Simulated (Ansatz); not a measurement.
# Comparing deformations in KBr

These are results of DFT r2SCAN, scalar-relativistic, plane waves, PAW (Ansatz), not measurements. Settings: plane waves to 500 eV, k-mesh 6×6×6 (Γ-centred), Gaussian smearing 0.05 eV. No spin polarisation. Energies are free energies at this smearing, counted from the undisturbed cell; pressure is positive in compression.

The undisturbed cell (as given, not relaxed at this level; it stands at 0.2 GPa):

```
K Br
1.0
     0.00000    3.29250    3.29250
     3.29250    0.00000    3.29250
     3.29250    3.29250    0.00000
K Br
1 1
Direct
  0.00000 0.00000 0.00000
  0.50000 0.50000 0.50000
```

The cell is strained by ε times a Voigt pattern (xx, yy, zz, yz, xz, xy; engineering shear) with fractional coordinates fixed. τ = (1/V0) dE/dε comes from the stress tensor. Of each scan, only the three points used here are listed.

```
           pattern        ε  τ (GPa)
(1, 1, 0, 0, 0, 0)  -0.0250    -3.03
(1, 1, 0, 0, 0, 0)   0.0000    -0.36
(1, 1, 0, 0, 0, 0)   0.0250     1.58
(0, 0, 1, 0, 0, 0)  -0.0150   -0.859
(0, 0, 1, 0, 0, 0)   0.0000   -0.179
(0, 0, 1, 0, 0, 0)   0.0150    0.373
(0, 0, 0, 0, 1, 0)  -0.0125  -0.0668
(0, 0, 0, 0, 1, 0)   0.0000   0.0000
(0, 0, 0, 0, 1, 0)   0.0125   0.0668
(0, 0, 0, 1, 0, 0)  -0.0125  -0.0668
(0, 0, 0, 1, 0, 0)   0.0000   0.0000
(0, 0, 0, 1, 0, 0)   0.0125   0.0668
```

Question: Which constants do the scans give, and which deformation costs least for the same size of strain tensor?

Answer: The slope dτ/dε at zero (parabola through three points) is pᵀCp: (1, 1, 0, 0, 0, 0) gives 2(C11 + C12) = 92 GPa; (0, 0, 1, 0, 0, 0) gives C11 = 41 GPa; (0, 0, 0, 0, 1, 0) gives C44 = 5.3 GPa; (0, 0, 0, 1, 0, 0) gives C44 = 5.3 GPa. The size of the strain tensor, ε:ε, is ε² times 2.0, 1.0, 0.5, 0.5. Per unit of it the stiffnesses are 46, 41, 10.7, 10.7 GPa, so (0, 0, 0, 1, 0, 0) is the softest of these, level with (0, 0, 0, 0, 1, 0) (alike by symmetry): at ε:ε = (1 %)² the quadratic term costs 0.12 meV/atom against 0.51 for the stiffest. The starting stress shifts them by about its own size.

Question: What else follows for this cubic crystal?

Answer: From the unrounded slopes C11 = 41.1 and C12 = 5.0 GPa, so B = (C11 + 2 C12)/3 = 17 GPa and the Poisson ratio for a pull along a cube edge is C12/(C11 + C12) = 0.11.

Question: How anisotropic is this cubic crystal?

Answer: Zener's ratio 2 C44/(C11 − C12) = 0.30; it is 1 for an isotropic solid.